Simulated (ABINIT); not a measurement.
# TiB2 (P6/mmm) in ABINIT: convergence with smearing width

Aim: find how far smearing width must go before the results for TiB2 settle, at RPBE. This setting moves, with any that are tied to it; all else stays.

All numbers are computed with ABINIT 10.8.3 (patched build); they aren't measurements. Logs are shortened: lines on timing, memory, paths and dates and some standing lists are left out, and cuts for length are marked. The log counts tension as positive stress, the text compression.

### 1 The crystal as given

It takes space group P6/mmm (No. 191, hexagonal). The conventional cell has a = 3.029 Å, b = 3.029 Å, c = 3.228 Å, α = 90.00°, β = 90.00°, γ = 120.00°. Ti (site symmetry 6/mmm) has 12 B at 2.38 Å as nearest neighbours. B (site symmetry -6m2) is surrounded by 3 B at 1.75 Å.

### 2 With smearing width 0.272 eV

run.abi

```
pp_dirpath "./"
pseudos "Ti.upf, B.upf"

acell 3.0292 3.0292 3.2284 Angstrom
rprim
     1.0000000000     0.0000000000     0.0000000000
    -0.5000000000     0.8660254038     0.0000000000
     0.0000000000     0.0000000000     1.0000000000
ntypat 2
znucl 22 5
natom 3
typat 1 2 2
xred
     0.0000000000     0.0000000000     0.0000000000
     0.6666666667     0.3333333333     0.5000000000
     0.3333333333     0.6666666667     0.5000000000

ecut 1142.878222 eV

kptopt 1
ngkpt 10 10 8
nshiftk 1
shiftk 0.0 0.0 0.0

ixc 15

nband 13
occopt 4
tsmear 0.272 eV

nstep 100
tolvrs 1.0e-10

iomode 3
prtwf 0
prtden 0
prteig 0
prtebands 0
enunit 1
```

Potentials or basis: PseudoDojo NC SR PBE v0.4.1 standard.

On the command line:

```bash
> abinit run.abi > log 2>&1
```

Run time: 57 s. Hardware: 1 thread of Arm Neoverse V2, shared host; peak memory 0.09 GiB.

Results (log left out):

| Item | Value |
| --- | --- |
| Free energy | -1778.9768 eV |
| Pressure | 2.8 GPa |
| Band gap on the k mesh | none (metal or under the smearing width) |
| Valence electrons inside the program's atomic spheres | Ti 9.59; B 2.85 |

### 3 With smearing width 0.2 eV

run.abi, as its differences from that of step 2:

```diff
@@ -28,3 +28,3 @@
 occopt 4
-tsmear 0.272 eV
+tsmear 0.2 eV
```

Potentials or basis: PseudoDojo NC SR PBE v0.4.1 standard.

On the command line:

```bash
> abinit run.abi > log 2>&1
```

Run time: 57 s. Hardware: 1 thread of Arm Neoverse V2, shared host; peak memory 0.09 GiB.

Results (log left out):

* Free energy: -1778.9756 eV
* Pressure: 2.8 GPa
* Band gap on the k mesh: none (metal or under the smearing width)
* Valence electrons inside the program's atomic spheres: Ti 9.59; B 2.85

### 4 With smearing width 0.136 eV

run.abi, as its differences from that of step 3:

```diff
@@ -28,3 +28,3 @@
 occopt 4
-tsmear 0.2 eV
+tsmear 0.136 eV
```

On the command line:

```bash
> abinit run.abi > log 2>&1
```

It took 57 s on 1 thread of Arm Neoverse V2, shared host; peak memory 0.09 GiB.

Results (log left out):

```
Free energy                                           : -1778.9746 eV
Pressure                                              : 2.8 GPa
Band gap on the k mesh                                : none (metal or under the smearing width)
Valence electrons inside the program's atomic spheres : Ti 9.59; B 2.85
```

### 5 With smearing width 0.1 eV

run.abi, as its differences from that of step 4:

```diff
@@ -28,3 +28,3 @@
 occopt 4
-tsmear 0.136 eV
+tsmear 0.1 eV
```

On the command line:

```bash
> abinit run.abi > log 2>&1
```

Run time: 57 s. Hardware: 1 thread of Arm Neoverse V2, shared host; peak memory 0.09 GiB.

It converged, with:

```
Free energy                                           : -1778.9742 eV
Pressure                                              : 2.8 GPa
Band gap on the k mesh                                : none (metal or under the smearing width)
Valence electrons inside the program's atomic spheres : Ti 9.59; B 2.85
```

### 6 With smearing width 0.05 eV

run.abi, as its differences from that of step 5:

```diff
@@ -28,3 +28,3 @@
 occopt 4
-tsmear 0.1 eV
+tsmear 0.05 eV
```

Potentials or basis: PseudoDojo NC SR PBE v0.4.1 standard.

On the command line:

```bash
> abinit run.abi > log 2>&1
```

Wall time 57 s (1 thread of Arm Neoverse V2, shared host); peak memory 0.09 GiB.

The run converged. Its results:

```yaml
Free_energy: -1778.9737 eV
Pressure: 2.7 GPa
Band_gap_on_the_k_mesh: none (metal or under the smearing width)
Valence_electrons_inside_the_program's_atomic_spheres: Ti 9.59; B 2.85
```

### 7 With smearing width 0.025 eV

run.abi, as its differences from that of step 6:

```diff
@@ -28,3 +28,3 @@
 occopt 4
-tsmear 0.05 eV
+tsmear 0.025 eV
```

On the command line:

```bash
> abinit run.abi > log 2>&1
```

Run time: 58 s. Hardware: 1 thread of Arm Neoverse V2, shared host; peak memory 0.09 GiB.

The run converged. Its results:

- Free energy: -1778.9736 eV
- Pressure: 2.7 GPa
- Band gap on the k mesh: none (metal or under the smearing width)
- Valence electrons inside the program's atomic spheres: Ti 9.59; B 2.85

### 8 With smearing width 0.01 eV

run.abi, as its differences from that of step 7:

```diff
@@ -28,3 +28,3 @@
 occopt 4
-tsmear 0.025 eV
+tsmear 0.01 eV
```

Potentials or basis: PseudoDojo NC SR PBE v0.4.1 standard.

On the command line:

```bash
> abinit run.abi > log 2>&1
```

run.abo:

```text
.Version 10.8.3 of ABINIT
 Symmetries : space group P6/m m m (#191); Bravais hP (primitive hexag.)
================================================================================
 Values of the parameters that define the memory need of the present run
     intxc =       0    ionmov =       0      iscf =       7    lmnmax =       6
     lnmax =       6     mgfft =      36  mpssoang =       3    mqgrid =    3001
     natom =       3  nloc_mem =       1    nspden =       1   nspinor =       1
    nsppol =       1      nsym =      24    n1xccc =    2501    ntypat =       2
    occopt =       4   xclevel =       2
       mpw =        2286          nfft =       46656          nkpt =          70
================================================================================
================================================================================

--------------------------------------------------------------------------------
------------- Echo of variables that govern the present computation ------------
--------------------------------------------------------------------------------
 -outvars: echo values of preprocessed input variables --------
            acell      5.7243583806E+00  5.7243583806E+00  6.1007918249E+00 Bohr
              amu      4.78800000E+01  1.08110000E+01
             ecut      4.20000000E+01 Hartree
           enunit           1
                       outvar_i_n : Printing only first  50 k-points.
              ixc          15
                       outvar_i_n : Printing only first  50 k-points.
         kptrlatt       10    0    0      0   10    0      0    0    8
          kptrlen      4.88063346E+01
            natom           3
            nband          13
            ngfft          36      36      36
             nkpt          70
            nstep         100
             nsym          24
           ntypat           2
                       prtocc : prtvol=0, do not print more k-points.
           occopt           4
           prtden           0
        prtebands           0
           prteig           0
            prtwf           0
            rprim      1.0000000000E+00  0.0000000000E+00  0.0000000000E+00
                      -5.0000000000E-01  8.6602540380E-01  0.0000000000E+00
                       0.0000000000E+00  0.0000000000E+00  1.0000000000E+00
          spgroup         191
           tolvrs      1.00000000E-10
           tsmear      3.67493222E-04 Hartree
            typat      1  2  2
                       outvars : Printing only first  50 k-points.
           xangst      0.0000000000E+00  0.0000000000E+00  0.0000000000E+00
                       1.5146000000E+00  8.7445471773E-01  1.6142000000E+00
                      -3.9857384438E-17  1.7489094355E+00  1.6142000000E+00
            xcart      0.0000000000E+00  0.0000000000E+00  0.0000000000E+00
                       2.8621791903E+00  1.6524799260E+00  3.0503959124E+00
                      -7.5319540682E-17  3.3049598520E+00  3.0503959124E+00
             xred      0.0000000000E+00  0.0000000000E+00  0.0000000000E+00
                       6.6666666667E-01  3.3333333333E-01  5.0000000000E-01
                       3.3333333333E-01  6.6666666667E-01  5.0000000000E-01
            znucl       22.00000    5.00000

================================================================================

 chkinp: Checking input parameters for consistency.

[... 107 lines left out ...]
 Mean square residual over all n,k,spin=   66.142E-07; max=  18.543E-04
 reduced coordinates (array xred) for    3 atoms
       0.000000000000      0.000000000000      0.000000000000
       0.666666666667      0.333333333333      0.500000000000
       0.333333333333      0.666666666667      0.500000000000
 rms dE/dt=  8.9755E-29; max dE/dt=  1.3463E-28; dE/dt below (all hartree)
    1       0.000000000000      0.000000000000      0.000000000000
    2       0.000000000000     -0.000000000000      0.000000000000
    3      -0.000000000000      0.000000000000      0.000000000000

 cartesian coordinates (angstrom) at end:
    1      0.00000000000000     0.00000000000000     0.00000000000000
    2      1.51460000000000     0.87445471773032     1.61420000000000
    3     -0.00000000000000     1.74890943546064     1.61420000000000

 cartesian forces (hartree/bohr) at end:
    1     -0.00000000000000    -0.00000000000000    -0.00000000000000
    2     -0.00000000000000     0.00000000000000    -0.00000000000000
    3      0.00000000000000    -0.00000000000000    -0.00000000000000
 frms,max,avg= 1.2802224E-29 2.3519188E-29   0.000E+00  0.000E+00  0.000E+00 h/b

 cartesian forces (eV/Angstrom) at end:
    1     -0.00000000000000    -0.00000000000000    -0.00000000000000
    2     -0.00000000000000     0.00000000000000    -0.00000000000000
    3      0.00000000000000    -0.00000000000000    -0.00000000000000
 frms,max,avg= 6.5831685E-28 1.2094053E-27   0.000E+00  0.000E+00  0.000E+00 e/A
 length scales=  5.724358380600  5.724358380600  6.100791824881 bohr
              =  3.029200000000  3.029200000000  3.228400000000 angstroms
 Fermi (or HOMO) energy (eV) =  11.80660   Average Vxc (eV)= -12.77856
 Eigenvalues (   eV  ) for nkpt=  70  k points:
 kpt#   1, nband= 13, wtk=  0.00125, kpt=  0.0000  0.0000  0.0000 (reduced coord)
 -45.16147  -21.48976  -21.20245  -21.20245   -1.67217    9.24050    9.24050    9.49205
   9.76501   13.75591   13.75591   15.48424   15.48424
 prteigrs : prtvol=0 or 1, do not print more k-points.

--- !EnergyTerms
iteration_state     : {dtset: 1, }
comment             : Components of total free energy in Hartree
kinetic             :  2.76975407967549E+01
hartree             :  1.21234883169530E+01
xc                  : -1.13212779508671E+01
Ewald energy        : -5.13087758946070E+01
psp_core            :  2.23099252584113E+00
local_psp           : -4.54648062233023E+01
non_local_psp       :  6.66769017114650E-01
internal            : -6.53760694121127E+01
'-kT*entropy'       : -1.75420106587131E-06
total_energy        : -6.53760711663137E+01
total_energy_eV     : -1.77897352375130E+03
band_energy         : -5.66407182654673E+00
...

 Cartesian components of stress tensor (hartree/bohr^3)
  sigma(1 1)= -7.93282455E-05  sigma(3 2)=  0.00000000E+00
  sigma(2 2)= -7.93282460E-05  sigma(3 1)=  0.00000000E+00
  sigma(3 3)= -1.21383720E-04  sigma(2 1)=  0.00000000E+00

-Cartesian components of stress tensor (GPa)         [Pressure=  2.7464E+00 GPa]
- sigma(1 1)= -2.33391756E+00  sigma(3 2)=  0.00000000E+00
- sigma(2 2)= -2.33391757E+00  sigma(3 1)=  0.00000000E+00
- sigma(3 3)= -3.57123235E+00  sigma(2 1)=  0.00000000E+00

== END DATASET(S) ==============================================================
================================================================================

 -outvars: echo values of variables after computation  --------
            acell      5.7243583806E+00  5.7243583806E+00  6.1007918249E+00 Bohr
           etotal     -6.5376071166E+01
            fcart     -0.0000000000E+00 -0.0000000000E+00 -0.0000000000E+00
                      -2.3519188039E-29  1.3578809545E-29 -0.0000000000E+00
                       2.3519188039E-29 -1.3578809545E-29 -0.0000000000E+00
            rprim      1.0000000000E+00  0.0000000000E+00  0.0000000000E+00
                      -5.0000000000E-01  8.6602540380E-01  0.0000000000E+00
                       0.0000000000E+00  0.0000000000E+00  1.0000000000E+00
           strten     -7.9328245517E-05 -7.9328245978E-05 -1.2138372049E-04
                       0.0000000000E+00  0.0000000000E+00  0.0000000000E+00
           xangst      0.0000000000E+00  0.0000000000E+00  0.0000000000E+00
                       1.5146000000E+00  8.7445471773E-01  1.6142000000E+00
                      -3.9857384438E-17  1.7489094355E+00  1.6142000000E+00
             xred      0.0000000000E+00  0.0000000000E+00  0.0000000000E+00
                       6.6666666667E-01  3.3333333333E-01  5.0000000000E-01
                       3.3333333333E-01  6.6666666667E-01  5.0000000000E-01
 Calculation completed.
```

Run time: 58 s. Hardware: 1 thread of Arm Neoverse V2, shared host; peak memory 0.09 GiB.

Results:

```
Free energy                                           : -1778.9735 eV
Pressure                                              : 2.7 GPa
Band gap on the k mesh                                : none (metal or under the smearing width)
Valence electrons inside the program's atomic spheres : Ti 9.59; B 2.85
```

### 9 Result

```csv
smearing width,energy less the tightest run (meV/atom),SCF cycles,CPU time (s),peak memory (GiB)
0.272 eV,-1.10,13,57,0.09
0.2 eV,-0.70,13,57,0.09
0.136 eV,-0.38,13,56,0.09
0.1 eV,-0.23,13,57,0.09
0.05 eV,-0.07,13,57,0.09
0.025 eV,-0.02,13,58,0.09
0.01 eV,0.00,13,58,0.09
```

Against the tightest run, the energy stays within 1 meV/atom from 0.2 eV on. Narrower smearing needs a denser k mesh, so at a fixed mesh the narrowest width isn't the most accurate. The tightest run that finished is the yardstick and may itself not be fully converged.

Caveats: the potentials were made for another functional, which shifts forces and pressure.
